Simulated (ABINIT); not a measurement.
The system is Bi.

```
CELL_PARAMETERS angstrom
-1.98143 1.98143 1.98143
1.98143 -1.98143 1.98143
1.98143 1.98143 -1.98143
ATOMIC_POSITIONS crystal
Bi 0.00000 0.00000 0.00000
```

This isn't the form of Bi at room conditions, which is rhombohedral.

Base run:

* Program: ABINIT 10.8.3 (patched build)
* Functional: r2SCAN
* Potentials or basis: Ansatz NC r2SCAN
* Cutoff: 1197 eV
* k mesh: 9 × 9 × 9
* Occupations: fermi-dirac, width 0.05 eV
* Spin: no spin polarisation

Its results: band gap on the k mesh none (metal or under the smearing width); pressure 0.1 GPa.

**Question.** The run is repeated on the same cell with these changes: potentials or basis from Ansatz NC r2SCAN to PseudoDojo NC SR PBE v0.4.1 standard; cutoff from 1197 eV to 1088 eV. What comes out?

**Answer.** Band gap on the k mesh none (metal or under the smearing width); pressure -0.7 GPa.

Caveats: spin-orbit coupling is left out, which moves the levels of the heavy elements; a meta-GGA on potentials with a model core is unreliable (some runs); the potentials were made for another functional, which shifts forces and pressure (some runs).
